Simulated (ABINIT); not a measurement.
Planning a run of ABINIT 10.8.3 on CdSe (Cadmoselite). The input:

```
acell 3*1.0 Angstrom
rprim 
  4.300000000016 -0.000000000004 0.000000000000
  -2.150000000005 3.723909236288 0.000000000000
  0.000000000000 0.000000000000 7.020000000000
ntypat 2
znucl 48 34
natom 4
typat 1 1 2 2
xred 
  0.333333333333 0.666666666667 0.000000000000
  0.666666666667 0.333333333333 0.500000000000
  0.333333333333 0.666666666667 0.385000000000
  0.666666666667 0.333333333333 0.885000000000
pp_dirpath "pseudos"
pseudos "Cd.upf, Se.upf"
ecut 48
nspinor 2
ngkpt 3 3 2
nshiftk 1
shiftk 0 0 0
kptopt 1
chksymbreak 0
istwfk *1
occopt 1
irdwfk 1
optdriver 4
nband 178
gwcalctyp 0
ecutsigx 48
symsigma 0
nkptgw 1
kptgw 
  0.0000000000 0.0000000000 0.0000000000
bdgw 
  85 92
ecuteps 3
irdscr 1
ppmodel 1
indata_prefix "in"
outdata_prefix "out"
tmpdata_prefix "tmp"
```

The database entry behind the starting cell differs from later determinations by our own check (inner coordinate of an old entry), so it need not match the best structure at ambient conditions.

```sh
OMP_NUM_THREADS=1 mpirun -n 4 abinit run.abi > log
```

How long will it take on 4 MPI ranks of Intel Xeon 6975P-C (Granite Rapids), shared host, and how much memory?

It took 51 s; on shared hardware allow 25 s to 1.7 min. Peak host memory was 5.2 GiB.

[Paths, hosts, dates, memory and timing lines, banners, echoed tables and standing remarks are left out of the program output.]

[Logs are printed without paths, hosts, clocks, repeated set-up lines and the standing remarks that a program may print on its own settings, such as how far it seeks lower states.]

[Runs of the session that timed out or met a known fault of the program may be left out.]

[Hosts, paths, dates, database ids (printed as entryN), source tags and the programs' standing remarks are cut or masked in the printed files.]

[G0W0 gaps are taken among the corrected bands and points alone; a level outside them can change the order at an edge.]

[Where Ansatz stands beside ABINIT at settings called matched, ABINIT's density can come from a denser mesh and the files from another edition; pairs whose starting gaps differed by over 0.03 eV were left out, so agreement reads better than it is.]
